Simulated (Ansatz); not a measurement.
**Piezoelectric tensor of ZnSe**

Method: DFT PBE, scalar-relativistic, plane waves, PAW (Ansatz). Cutoff 420 eV, 8×8×8 k-points (Γ-centred), fixed occupations. No spin polarisation.

Relaxed structure:
```
CELL_PARAMETERS angstrom
0.00000 2.86630 2.86630
2.86630 0.00000 2.86630
2.86630 2.86630 0.00000
ATOMIC_POSITIONS crystal
Zn 0.00000 0.00000 0.00000
Se 0.25000 0.25000 0.25000
```

Question: Give the relaxed-ion proper piezoelectric stress tensor e_iJ (C/m², Voigt columns xx yy zz yz xz xy).

Answer:
```
x    0.000  0.000  0.000 -0.086  0.000  0.000
y    0.000  0.000  0.000  0.000 -0.086  0.000
z    0.000  0.000  0.000  0.000  0.000 -0.086
```
Signs follow the orientation of the cell as given.

Question: With the elastic constants (GPa, Voigt order)
```
79.8 45.1 45.1  0.0  0.0  0.0
45.1 79.8 45.1  0.0  0.0  0.0
45.1 45.1 79.8  0.0  0.0  0.0
 0.0  0.0  0.0 37.1  0.0  0.0
 0.0  0.0  0.0  0.0 37.1  0.0
 0.0  0.0  0.0  0.0  0.0 37.1
```
find the strain coefficients d = e·C⁻¹ (pC/N).

Answer:
```
x    0.00  0.00  0.00 -2.31  0.00  0.00
y    0.00  0.00  0.00  0.00 -2.31  0.00
z    0.00  0.00  0.00  0.00  0.00 -2.31
```

Cost: 1 run of about 1.4 core-minutes, on Arm Neoverse V2 (shared hosts).